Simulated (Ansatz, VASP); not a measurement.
# Cu in VASP and in Ansatz

```
Cu
1.0
     0.00000    1.75945    1.75945
     1.75945    0.00000    1.75945
     1.75945    1.75945    0.00000
Cu
1
Direct
  0.00000 0.00000 0.00000
```

Alike in both runs: task relaxation of cell and atoms; functional LDA; k mesh 20 × 20 × 20; occupations gaussian, width 0.1 eV; no spin polarisation.

```csv
,VASP,Ansatz
version,VASP 6.6.1,Ansatz 0.2.0
potentials or method,"VASP PAW LDA potentials, release 64 (Cu)","scalar-relativistic, plane waves, PAW"
plane-wave cutoff (eV),600,420
valence electrons in the cell,11,19
```

Ansatz gave:

- gap on the k mesh at the Fermi level, each at its own relaxed structure (eV): none
- relaxed volume (Å³/atom): 10.89
- relaxed cell length with the largest relative difference (Å): 2.488

Question: What did VASP give for the same quantities?

Answer: gap on the k mesh at the Fermi level, each at its own relaxed structure (eV): none; relaxed volume (Å³/atom): 10.94; relaxed cell length with the largest relative difference (Å): 2.492.

A gap of «none» marks a metal or a gap that the smearing closes. The two sets of potentials don't hold the same shells in valence.
